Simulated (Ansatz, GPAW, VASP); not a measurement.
One calculation of Ba, 3 ways

```
CELL_PARAMETERS angstrom
-2.50650 2.50650 2.50650
2.50650 -2.50650 2.50650
2.50650 2.50650 -2.50650
ATOMIC_POSITIONS crystal
Ba 0.00000 0.00000 0.00000
```

Alike in all runs: task single point; functional PBE; k mesh 8 × 8 × 8; occupations gaussian, width 0.1 eV; no spin polarisation; no spin-orbit coupling. Pressure is positive in compression and, in plane waves, holds the error of the finite cutoff, which Ansatz's Pulay term estimates and takes out.

| program and potentials | plane-wave cutoff (eV) | notes | band gap (eV) | pressure (GPa) |
| --- | --- | --- | --- | --- |
| Ansatz, Ansatz PAW | 420 | - | no gap | -0.01 |
| GPAW, GPAW PAW data sets (gpaw-data 1.2.1) | 600 | - | no gap | 0.03 |
| VASP, PBE PAW files Ba_sv, 520 eV | 520 | - | no gap | 0.03 |

None finds a gap. The pressure spans -0.01 (Ansatz, Ansatz PAW) to 0.03 GPa (VASP, PBE PAW files Ba_sv, 520 eV).

Differences between rows come from potentials, basis sets and numerical settings, since the functional is the same but for its coding. Runs on potential files found faulty are left out.
